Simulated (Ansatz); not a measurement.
InP:

```
In P
1.0
     0.00000    2.93050    2.93050
     2.93050    0.00000    2.93050
     2.93050    2.93050    0.00000
In P
1 1
Cartesian
  0.0000 0.0000 0.0000
  4.3957 4.3957 4.3957
```

A run of Ansatz 0.2.0 on this cell left the log below. Logs are shortened: lines on timing, memory, paths and dates and some standing lists are left out, and cuts for length are marked.

```text
Warning: RAYON_NUM_THREADS=2 ignored (pool sized by the plan → 2); use --threads N
Engine: ansatz 0.2.0, x86_64-unknown-linux-gnu
Pseudopotentials: kind: paw
Pseudopotential: In, paw, valence charge 13, recommended cutoff 420 eV (normal), In.paw.azcp
Pseudopotential: P, paw, valence charge 5, recommended cutoff 420 eV (normal), P.paw.azcp
Functional definition: PBE
  parameter kappa = 0.804
  parameter beta = 0.06672455060314922
  exchange = pbe_x(kappa = kappa, mu = beta*pi^2/3)
  correlation = pbe_c(beta = beta)
Crystal: 2 atoms, lattice volume = 50.333 Å³
Basis set: ecut = 420 eV, 941 PW (Γ), exchange–correlation on 60×60×60 points (8 copies of the dense FFT grid, shifted against one another)
Bands: 13, of which v1, the nominal top of the filled ones, is band 9 counted from 1 (8 counted from 0)
Symmetry: 24 space group operations
Space group: F-43m (ITA 216), of the structure as read, at distance tolerance 3.7e-5 Å
k-points: 29 of 512 (time reversal used)
Non-local potential: In, projectors of the file, l = 0: 2, l = 1: 2, l = 2: 2, l = 3: 2
Non-local potential: P, projectors of the file, l = 0: 2, l = 1: 2, l = 2: 2
PAW form: soft (Blöchl's): semilocal exchange-correlation on the pseudo side does not see the compensation charge
PAW one-centre angular grid: In, 590 points (default); XC on 64 Gauss nodes
PAW one-centre angular grid: P, 110 points (default); XC on 64 Gauss nodes
Initial density: superposition of atomic densities (neutral atoms: chi_scale 0, normalization atom), corrected by the library's trained network
Initial wavefunctions: pseudopotential atomic-orbital guess
Functional: x = pbe(κ = 0.804, μ = 0.2195149727645171), c = pbe(β = 0.06672455060314922)
SCF iter   1: F=—  HF=-6353.983263 eV  |F-HF|=—  |Δ(HF+E_count)|=         —  Δρ=1.96e-3  dr2=4.08e-3  ethr=1.77e-3  ⟨swp⟩=6.5  Hψ=2595  notcnv=0
preconditioner: auto → none  [insulator: Δε(μ)=0.702 eV  Ē_g=14.748 eV  σ=0.026 eV  W_gap=1.00  n_scr=14 (ndim 8)  ℏωp=22.2 eV  f_vac=0.021  D(μ)=0.00/eV (n_scr^D=0)  ε∞_Penn≈3.3]
SCF iter   2: F=—  HF=-6353.981168 eV  |F-HF|=—  |Δ(HF+E_count)|=   2.10e-3  Δρ=1.21e-3  dr2=7.30e-4  ethr=2.26e-5  ⟨swp⟩=2.8  Hψ=1029  notcnv=0
SCF iter   3: F=—  HF=-6353.980962 eV  |F-HF|=—  |Δ(HF+E_count)|=   2.05e-4  Δρ=3.63e-4  dr2=6.63e-5  ethr=4.06e-6  ⟨swp⟩=2.0  Hψ=679  notcnv=0
SCF iter   4: F=—  HF=-6353.981006 eV  |F-HF|=—  |Δ(HF+E_count)|=   4.34e-5  Δρ=1.20e-4  dr2=5.58e-6  ethr=3.68e-7  ⟨swp⟩=2.0  Hψ=638  notcnv=0
SCF iter   5: F=—  HF=-6353.981008 eV  |F-HF|=—  |Δ(HF+E_count)|=   1.73e-6  Δρ=6.48e-5  dr2=1.98e-6  ethr=3.10e-8  ⟨swp⟩=2.0  Hψ=648  notcnv=0
SCF iter   6: F=-6353.981007 eV  HF=-6353.981007 eV  |F-HF|=3.16e-8  |Δ(HF+E_count)|=   4.27e-7  Δρ=1.17e-5  dr2=6.06e-8  ethr=5.56e-10  ⟨swp⟩=10.8  Hψ=3443  notcnv=0
SCF 1 converged in 6 iterations: F = -6353.981007 eV  dr2 = 6.06e-8
  greatest PAW one-centre occupation: 0.981 electrons in one spin orbital (limit 2), on the In atom at site 0 (counted from 0), in its partial waves of l = 2
SCF converged after 6 iterations
Free energy (F): -6353.981007 eV
Harris-Foulkes:  -6353.981007 eV  (|F-HF|=3.16e-8)
Internal energy: -6353.981007 eV  (E = F + TS)
E sigma→0 (E₀):  -6353.981007 eV
Fermi energy:    7.354687 eV
--- Per-component energies (eV) ---
  E_band       = -52.082751
  E_kinetic    = 313.783899
  E_local      = -1398.245036  (includes V_loc(G=0)·N_el)
  E_nonlocal   = 401.492565
  E_hartree    = 551.616194
  E_xc         = -276.703350
  E_vxc        = -160.008989  (∫ρ·V_xc dr)
  E_paw        = -4725.217023  (= ΣΔE_a)
  E_vpaw       = -312.345039  (= ΣTr[D̂ρ^β])
  E_aug_tail   = 0.000030  (compensation charges beyond the density's cutoff)
  E_ewald      = -1220.708286
  E_smearing   = -0.000000  (= −TS)
  E_closure    = 0.000000  (closes the sum)
  Σ components = -6353.981007   (vs F -6353.981007, Δ=0.00e0)
--- Forces (eV/Å), atoms counted from 1 ---
  atom   1  In    -0.00000000     0.00000000     0.00000000
  atom   2  P      0.00000000     0.00000000    -0.00000000
  max |Σ_I F_I| component: 1.30e-16 eV/Å
--- Stress (GPa, compression-positive) ---
        3.335856       0.000000      -0.000000
        0.000000       3.335856       0.000000
       -0.000000       0.000000       3.335856
  P = ⅓ Tr σ = 3.3359 GPa (33.359 kbar)
--- Band table (eV; the first three rows and the last of 29) ---
  k-point 0: bands = ["-7.1903", "-7.1903", "-7.1903", "-7.0381", "-7.0381", "-4.5204", "6.9965", "6.9965", "6.9965", "7.7119", "11.0859", "11.0859", "11.0859"]
  k-point 1: bands = ["-7.2094", "-7.1829", "-7.1829", "-7.0380", "-7.0380", "-4.3418", "5.4593", "6.8105", "6.8105", "8.6538", "11.2396", "11.3627", "11.3627"]
  k-point 2: bands = ["-7.2528", "-7.1670", "-7.1670", "-7.0354", "-7.0354", "-3.8433", "3.5580", "6.4395", "6.4395", "8.7952", "11.7856", "11.7856", "12.3172"]
  k-point 28: bands = ["-7.3425", "-7.1302", "-7.0942", "-7.0586", "-7.0230", "-2.0633", "1.3993", "4.0455", "4.0868", "11.2877", "11.3771", "12.5667", "13.2013"]
```

Q: What input gives this log?

A: Single point with PBE, no spin polarisation. The files as run (others can give the same):

input.yaml
```yaml
crystal:
  lattice:
    - [0.0, 2.9305, 2.9305]
    - [2.9305, 0.0, 2.9305]
    - [2.9305, 2.9305, 0.0]
  atoms:
    - { symbol: In, position: [0.0, 0.0, 0.0] }
    - { symbol: P, position: [0.75, 0.75, 0.75] }
hamiltonian:
  xc: pbe
  pseudopotentials: { kind: paw }
kpoints:
  mp_grid: { grid: [8, 8, 8] }
scf:
  occupations: { method: gaussian, width: 0.026 }
output:
  forces: true
  stress: true
  eigenvalues: true
  write_density: true
  write_potential: true
  elf: true
  volumetric_format: npy
```

Potentials or basis: Ansatz PAW.
Command:
```console
$ ansatz run input.yaml --threads 2 --pin off --max-ram 5632MiB --backend cpu --events-out ev --progress --plain --runs-dir out
```

Caveat: spin-orbit coupling is left out, which moves the levels of the heavy elements.
